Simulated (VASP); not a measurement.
# ZnS (Wurtzite-2H) (P6_3mc) in VASP: notebook

The runs below take ZnS (Wurtzite-2H) through single point, with PBE.

All numbers are computed with VASP 6.6.1; they aren't measurements. Logs are shortened: lines on timing, memory, paths and dates and some standing lists are left out, and cuts for length are marked.

**The experiment to reproduce.**

From a printed reference work, monograph, for a bulk crystal of ZnS at 4 K: band gap 3.911 eV (direct).

The runs below are set against these values where they give the same quantity.

**1. The structure**

It takes space group P6_3mc (No. 186, hexagonal). Conventional cell: a = 3.811 Å, b = 3.811 Å, c = 6.234 Å, α = 90.00°, β = 90.00°, γ = 120.00°. Zn (site symmetry 3m) has 4 S at 2.31 to 2.40 Å as nearest neighbours. S (site symmetry 3m) is surrounded by 4 Zn at 2.31 to 2.40 Å.

**2. Single point, PBE**

File INCAR:

```
SYSTEM = ZnS
PREC = Accurate ; ENCUT = 520
EDIFF = 1E-6 ; ISMEAR = 0
SIGMA = 0.03 ; LREAL = .False.
LASPH = .True. ; NELM = 80
ALGO = Normal ; ISIF = 2
LWAVE = .False. ; LCHARG = .False.
GGA = PE ; NBANDS = 26
```

File KPOINTS:

```
regular mesh
0
Gamma
  8 8 5
  0 0 0
```

File POSCAR:

```
ZnS
1.0
    3.8110000000      0.0000000000      0.0000000000
   -1.9055000000      3.3004228138      0.0000000000
    0.0000000000      0.0000000000      6.2340000000
Zn S
2 2
Direct
    0.6666666667      0.3333333333      0.5000000000
    0.3333333333      0.6666666667      0.0000000000
    0.6666666667      0.3333333333      0.8850000000
    0.3333333333      0.6666666667      0.3850000000
```

Potentials or basis: VASP PAW PBE potentials, release 64 (Zn, S).

Command:

```
> cat potpaw_PBE.64/Zn/POTCAR potpaw_PBE.64/S/POTCAR > POTCAR
> mpirun -np 1 vasp_std > vasp.out
```

OUTCAR:

```text
SYSTEM = ZnS
   PREC = Accurate
   ENCUT = 520
   EDIFF = 1E-6
   ISMEAR = 0
   LREAL = .False.
   LASPH = .True.
   NELM = 80
   ISIF = 2
   GGA = PE

 ion  position               nearest neighbor table
   1  0.667  0.333  0.500-   4 2.31   4 2.31   4 2.31   3 2.40
   2  0.333  0.667  0.000-   3 2.31   3 2.31   3 2.31   4 2.40
   3  0.667  0.333  0.885-   2 2.31   2 2.31   2 2.31   1 2.40
   4  0.333  0.667  0.385-   1 2.31   1 2.31   1 2.31   2 2.40

  LATTYP: Found a hexagonal cell.
 ALAT       =     3.8110000000
 C/A-ratio  =     1.6357911309

  Lattice vectors:

 A1 = (   3.8110000000,   0.0000000000,   0.0000000000)
 A2 = (  -1.9055000000,   3.3004228138,   0.0000000000)
 A3 = (   0.0000000000,   0.0000000000,   6.2340000000)

Analysis of symmetry for initial positions (statically):
=====================================================================
 Subroutine PRICEL returns:
 Original cell was already a primitive cell.

 Routine SETGRP: Setting up the symmetry group for a
 hexagonal supercell.

 Subroutine GETGRP returns: Found 12 space group operations
 (whereof  6 operations were pure point group operations)
 out of a pool of 24 trial point group operations.

The static configuration has the point symmetry C_3v.
 The point group associated with its full space group is C_6v.

Analysis of symmetry for dynamics (positions and initial velocities):
=====================================================================
 Subroutine PRICEL returns:
 Original cell was already a primitive cell.

 Routine SETGRP: Setting up the symmetry group for a
 hexagonal supercell.

 Subroutine GETGRP returns: Found 12 space group operations
 (whereof  6 operations were pure point group operations)
 out of a pool of 24 trial point group operations.

The dynamic configuration has the point symmetry C_3v.
 The point group associated with its full space group is C_6v.

 Subroutine INISYM returns: Found 12 space group operations
 (whereof  6 operations are pure point group operations),
 and found     1 'primitive' translations

----------------------------------------------------------------------------------------

                                     Primitive cell

  volume of cell :      78.4107

  direct lattice vectors                    reciprocal lattice vectors
     3.811000000  0.000000000  0.000000000     0.262398321  0.151495741  0.000000000
    -1.905500000  3.300422814  0.000000000     0.000000000  0.302991482  0.000000000
     0.000000000  0.000000000  6.234000000     0.000000000  0.000000000  0.160410651

  length of vectors
     3.811000000  3.811000000  6.234000000     0.302991482  0.302991482  0.160410651

  position of ions in fractional coordinates (direct lattice)
     0.666666667  0.333333333  0.500000000
     0.333333333  0.666666667  0.000000000
     0.666666667  0.333333333  0.885000000
     0.333333333  0.666666667  0.385000000

  ion indices of the primitive-cell ions
   primitive index   ion index
                 1           1
                 2           2
                 3           3
                 4           4

----------------------------------------------------------------------------------------

 KPOINTS: regular mesh

Automatic generation of k-mesh.
 Grid dimensions read from file:
 generate k-points for:    8    8    5

 Generating k-lattice:

  Cartesian coordinates                     Fractional coordinates (reciprocal lattice)
     0.032799790  0.018936968  0.000000000     0.125000000  0.000000000  0.000000000
     0.000000000  0.037873935  0.000000000     0.000000000  0.125000000  0.000000000
     0.000000000  0.000000000  0.032082130     0.000000000  0.000000000  0.200000000

  Length of vectors
     0.037873935  0.037873935  0.032082130

  Shift w.r.t. Gamma in fractional coordinates (k-lattice)
     0.000000000  0.000000000  0.000000000

 Subroutine IBZKPT returns following result:
 ===========================================

 Found     30 irreducible k-points:

 Following reciprocal coordinates:
            Coordinates               Weight
  0.000000  0.000000  0.000000      1.000000
  0.125000  0.000000  0.000000      6.000000
  0.250000  0.000000  0.000000      6.000000
  0.375000  0.000000  0.000000      6.000000
  0.500000  0.000000  0.000000      3.000000
  0.125000  0.125000  0.000000      6.000000
[... 16 lines left out ...]
  0.250000  0.000000  0.400000     12.000000
  0.375000  0.000000  0.400000     12.000000
 [... further k-points ...]
   k-points           NKPTS =     30   k-points in BZ     NKDIM =     30   number of bands    NBANDS=     26
   number of dos      NEDOS =    301   number of ions     NIONS =      4
   total plane-waves  NPLWV =  37632
   dimension x,y,z NGX =    28 NGY =   28 NGZ =   48
   dimension x,y,z NGXF=    56 NGYF=   56 NGZF=   96
   ions per type =               2   2
   NGX,Y,Z   is equivalent  to a cutoff of  12.21, 12.21, 12.80 a.u.
   NGXF,Y,Z  is equivalent  to a cutoff of  24.43, 24.43, 25.60 a.u.
 SYSTEM =  ZnS
   PREC   = accura    normal or accurate (medium, high low for compatibility)
   ISTART =      0    job   : 0-new  1-cont  2-samecut
   ICHARG =      2    charge: 1-file 2-atom 10-const
   ISPIN  =      1    spin polarized calculation?
   LNONCOLLINEAR =      F non collinear calculations
   LSORBIT =      F    spin-orbit coupling
   LASPH  =      T    aspherical Exc in radial PAW
   ENCUT  =  520.0 eV  38.22 Ry    6.18 a.u.   7.09  7.09 11.59*2*pi/ulx,y,z
   NELM   =     80;   NELMIN=  2; NELMDL= -5     # of ELM steps
   EDIFF  = 0.1E-05   stopping-criterion for ELM
   LREAL  =      F    real-space projection
   EDIFFG = 0.1E-04   stopping-criterion for IOM
   NSW    =      0    number of steps for IOM
   IBRION =     -1    ionic relax: 0-MD 1-quasi-New 2-CG
   NFREE  =      0    steps in history (QN), initial steepest desc. (CG)
   ISIF   =      2    stress and relaxation
   ISYM   =      2    0-nonsym 1-usesym 2-fastsym
   POTIM  = 0.5000    time-step for ionic-motion
   TEBEG  =    0.0;   TEEND  =   0.0 temperature during run
   PSTRESS=    0.0 pullay stress
   NELECT =      36.0000    total number of electrons
   NUPDOWN=      -1.0000    fix difference up-down
   EMIN   =  10.00;   EMAX   =-10.00  energy-range for DOS
   EFERMI =   0.00;   METHOD = LEGACY
   ISMEAR =     0;   SIGMA  =   0.03  broadening in eV -4-tet -1-fermi 0-gaus
   EFERMI_NEDOS =   21; number of points for ismear=-14 and -15
   IALGO  =     38    algorithm
   IMIX   =      4    mixing-type and parameters
     AMIX     =   0.40;   BMIX     =  1.00
     AMIX_MAG =   1.60;   BMIX_MAG =  1.00
  volume/ion in A,a.u.               =      19.60       132.29
  Fermi-wavevector in a.u.,A,eV,Ry     =   1.262943  2.386617 21.701647  1.595026
  Thomas-Fermi vector in A             =   2.396326
   LORBIT       =      0    0 simple, 1 ext, 2 COOP (PROOUT), +10 PAW based schemes
   GGA     = PE    functional components
   LHFCALC =     F    Hartree Fock is set to
   AEXX    =    0.0000 exact exchange contribution
   IVDW    =     0    specifies the selected vdW correction
   LEPSILON=     F    determine dielectric tensor
   LRPA    =     F    only Hartree local field effects (RPA)
 non-spin polarized calculation
 Gauss-broadening in eV      SIGMA  =   0.03
  energy-cutoff  :      520.00
  volume of cell :       78.41
 maximum number of plane-waves:      2128
   NGX = 15   NGY = 15   NGZ = 23

 number of electron      35.9999977 magnetization

 Free energy of the ion-electron system (eV)
  ---------------------------------------------------
  ext. energy  EPLUGINS =         0.00000000
  ---------------------------------------------------
  free energy    TOTEN  =       -13.65381207 eV

  energy without entropy =      -13.65381207  energy(sigma->0) =      -13.65381207

 E-fermi :   2.3417     XC(G=0):  -9.6512

 val. band max:        2.1625432846   @ k =   0.0000   0.0000   0.0000
 cond. band min:       4.4157312040   @ k =   0.0000   0.0000   0.0000
 fundamental gap:      2.2531879194
 Fermi energy:         2.3417191880

 k-point     1 :       0.0000    0.0000    0.0000
  band No.  band energies     occupation
      1     -11.0311      2.00000
      2     -10.1080      2.00000
      3      -4.2064      2.00000
      4      -4.2064      2.00000
      5      -4.1421      2.00000
      6      -4.1421      2.00000
[... 18 lines left out ...]
     25       9.7855      0.00000
     26      11.4723      0.00000

 k-point     2 :       0.1250    0.0000    0.0000
  band No.  band energies     occupation
      1     -10.9248      2.00000
      2     -10.0470      2.00000
      3      -4.2149      2.00000
      4      -4.1812      2.00000
      5      -4.1350      2.00000
      6      -4.1096      2.00000
[... 18 lines left out ...]
     25      10.2701      0.00000
     26      10.8063      0.00000

 k-point     3 :       0.2500    0.0000    0.0000
  band No.  band energies     occupation
      1     -10.6397      2.00000
      2      -9.9042      2.00000
      3      -4.2163      2.00000
      4      -4.1253      2.00000
      5      -4.1116      2.00000
      6      -4.0285      2.00000
[... 18 lines left out ...]
     25      10.6044      0.00000
     26      11.1040      0.00000

 k-point     4 :       0.3750    0.0000    0.0000
  band No.  band energies     occupation
      1     -10.2876      2.00000
      2      -9.7885      2.00000
      3      -4.1861      2.00000
      4      -4.0806      2.00000
      5      -4.0471      2.00000
      6      -3.9400      2.00000
[... 18 lines left out ...]
     25      10.9603      0.00000
     26      12.4441      0.00000
[... 496 lines left out ...]
      1     -10.6509      2.00000
      2     -10.3818      2.00000
      3      -4.2067      2.00000
      4      -4.1775      2.00000
      5      -4.1622      2.00000
      6      -4.1402      2.00000
[... 18 lines left out ...]
     25       9.5573      0.00000
     26       9.9054      0.00000

 k-point    23 :       0.2500    0.0000    0.4000
  band No.  band energies     occupation
      1     -10.4023      2.00000
      2     -10.1757      2.00000
      3      -4.2146      2.00000
      4      -4.1754      2.00000
      5      -4.0955      2.00000
      6      -4.0652      2.00000
[... 18 lines left out ...]
     25      10.1143      0.00000
     26      10.6279      0.00000

 k-point    24 :       0.3750    0.0000    0.4000
  band No.  band energies     occupation
      1     -10.1154      2.00000
      2      -9.9605      2.00000
      3      -4.1955      2.00000
      4      -4.1526      2.00000
      5      -4.0337      2.00000
      6      -3.9899      2.00000
[... 18 lines left out ...]
     25      11.2379      0.00000
     26      11.5780      0.00000

 [... further k-points ...]

------------------------ aborting loop because EDIFF is reached ----------------------------------------

  FORCE on cell =-STRESS in cart. coord.  units (eV):
  Direction    XX          YY          ZZ          XY          YZ          ZX
  --------------------------------------------------------------------------------------
  -------------------------------------------------------------------------------------
  Total        1.5571086      1.5571086      0.5489968      0.0000000     -0.0000000      0.0000000
  in kB       31.8166294     31.8166294     11.2177316      0.0000000     -0.0000000      0.0000000
  external PRESSURE =      24.9503302 kB  Pullay stress =       0.0000000 kB

 VOLUME and BASIS-vectors are now :
 -----------------------------------------------------------------------------
  energy-cutoff  :      520.00
  volume of cell :       78.41
      direct lattice vectors                 reciprocal lattice vectors
     3.811000000  0.000000000  0.000000000     0.262398321  0.151495741  0.000000000
    -1.905500000  3.300422814  0.000000000     0.000000000  0.302991482  0.000000000
     0.000000000  0.000000000  6.234000000     0.000000000  0.000000000  0.160410651

 POSITION                                       TOTAL-FORCE (eV/Angst)
 -----------------------------------------------------------------------------------
      1.90550      1.10014      3.11700        -0.000000      0.000000      0.322737
     -0.00000      2.20028      0.00000         0.000000      0.000000      0.322737
      1.90550      1.10014      5.51709        -0.000000      0.000000     -0.322737
     -0.00000      2.20028      2.40009        -0.000000      0.000000     -0.322737
 -----------------------------------------------------------------------------------
    total drift:                               -0.000000     -0.000000      0.000471

  FREE ENERGIE OF THE ION-ELECTRON SYSTEM (eV)
  ---------------------------------------------------
  free  energy   TOTEN  =       -13.6538120688 eV

  energy  without entropy=      -13.6538120688  energy(sigma->0) =      -13.65381207
```

Run time: 22 s. Hardware: 1 thread of Intel Xeon 6975P-C (Granite Rapids), shared host; peak memory 0.2 GiB.

What came out:

* Free energy: -13.6538 eV
* Pressure: 2.5 GPa
* Largest force: 0.323 eV/Å
* Band gap on the k mesh: 2.25 eV, direct

Forces on the atoms (eV/Å):
```
Zn   0.000  0.000  0.323
Zn   0.000  0.000  0.323
S    0.000  0.000 -0.323
S    0.000  0.000 -0.323
```

Stress tensor (GPa, compression positive):
```
3.18 0.00 0.00
0.00 3.18 0.00
0.00 0.00 1.12
```

**3. Single point, PBE**

File INCAR:

```
  ALGO = Fast
  EDIFF = 1E-6
  ENCUT = 520
  GGA = PE
  ISIF = 2
  ISMEAR = 0
  LASPH = True
  LCHARG = False
  LREAL = False
  LWAVE = False
  NELM = 60
  PREC = Accurate
  SIGMA = 0.011
```

File KPOINTS:

```
k-points
0
Gamma
  8 8 5
```

POSCAR is that of step 2.

Potentials or basis: VASP PAW PBE potentials, release 64 (Zn, S).

Command:

```
> cat potpaw_PBE.64/Zn/POTCAR potpaw_PBE.64/S/POTCAR > POTCAR
> mpirun -np 1 vasp_std > vasp.out
```

It took 1.8 min on 1 thread of AMD EPYC 7R43 (Zen 3), shared host; peak memory 0.16 GiB.

It converged, with:

* Free energy: -13.6538 eV
* Pressure: 2.2 GPa
* Largest force: 0.323 eV/Å
* Band gap on the k mesh: 2.25 eV, direct

Forces on the atoms (eV/Å):
```
Zn   0.000  0.000  0.323
Zn   0.000  0.000  0.323
S    0.000  0.000 -0.323
S    0.000  0.000 -0.323
```

Stress tensor (GPa, compression positive):
```
2.93 0.00 0.00
0.00 2.93 0.00
0.00 0.00 0.87
```

Levels at points of the mesh, in eV from the valence-band top:
```
           k point  band 14  band 15  band 16  band 17  band 18  band 19  band 20  band 21  band 22
(0.00, 0.00, 0.00)    -0.86    -0.86    -0.01    -0.01     0.00     2.25     3.00     6.30     6.31
(0.50, 0.00, 0.00)    -4.21    -3.16    -2.25    -1.56    -0.98     3.62     4.27     5.18     7.15
```

**4. For comparison**

An earlier run on the cell as given: functional PBEsol; potentials or basis VASP PAW PBE potentials, release 64 (Zn, S); cutoff 520 eV; k mesh 8 × 8 × 5; occupations fermi-dirac, width 0.05 eV; no spin polarisation.

- Pressure: -1.1 GPa
- Largest force: 0.309 eV/Å
- Band gap on the k mesh: 2.12 eV, direct

**5. The runs side by side**

```tsv
level	smearing	ladder	gap on the mesh (eV)	pressure (GPa)	largest force (eV/Å)
PBE	gaussian 0.03 eV	-	2.25	2.5	0.32
PBE	gaussian 0.011 eV	-	2.25	2.2	0.32
PBEsol	fermi-dirac 0.05 eV	free	2.12	-1.1	0.31
```

Alike in all rows: task single point; potentials or basis VASP PAW PBE potentials, release 64 (Zn, S); no spin polarisation; cell as given; k mesh 8 × 8 × 5; cutoff (eV) 520.

On the cell as given the gap runs from 2.12 eV (PBEsol) to 2.25 eV (PBE). The pressure there spans -1.1 GPa (PBEsol) to 2.5 GPa (PBE); a positive pressure means that this level wants a larger cell, a negative one a smaller.

Caveats: the PAW data sets were made with another functional, which shifts forces and pressure a little (some runs).

Absolute energies hang on the potentials; compare differences alone.

**6. Against experiment**

Step 2. A measured gap of ZnS is 3.911 eV (direct; 4 K; a printed reference work, monograph); the calculated 2.25 eV misses it by -1.66 eV. The value is that of PBE, without temperature or zero-point motion. Semilocal functionals fall short of measured gaps as a rule.

Step 3. Measured gap of ZnS: 3.911 eV (direct; 4 K; a printed reference work, monograph). This calculation gives 2.25 eV (-1.66 eV). The value is that of PBE, without temperature or zero-point motion. Semilocal functionals fall short of measured gaps as a rule.
